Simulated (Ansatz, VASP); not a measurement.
## One calculation of La, two programs

```
CELL_PARAMETERS angstrom
0.00000 3.14692 3.14692
3.14692 0.00000 3.14692
3.14692 3.14692 0.00000
ATOMIC_POSITIONS crystal
La 0.12500 0.12500 0.12500
La 0.87500 0.87500 0.87500
```

Alike in both runs: task single point; functional PBEsol; k mesh 9 × 9 × 9; occupations fermi-dirac, width 0.1 eV; no spin polarisation.

|  | VASP | Ansatz |
| --- | --- | --- |
| version | VASP 6.6.1 | Ansatz 0.2.0 |
| potentials or method | VASP PAW PBE potentials, release 64 (La) | plane waves (420 eV) with PAW, scalar-relativistic |
| plane-wave cutoff (eV) | 520 | 420 |
| valence electrons in the cell | 22 | 22 |

|  | VASP | Ansatz | Ansatz less VASP |
| --- | --- | --- | --- |
| pressure (GPa) | 9.7 | 9.7 | +0.02 |

Ansatz warned: «pseudo_functional_mismatch».

Caveats: the PAW data sets were made with another functional, which shifts forces and pressure a little (VASP). The runs have no spin-orbit coupling, so splittings on La are missing.
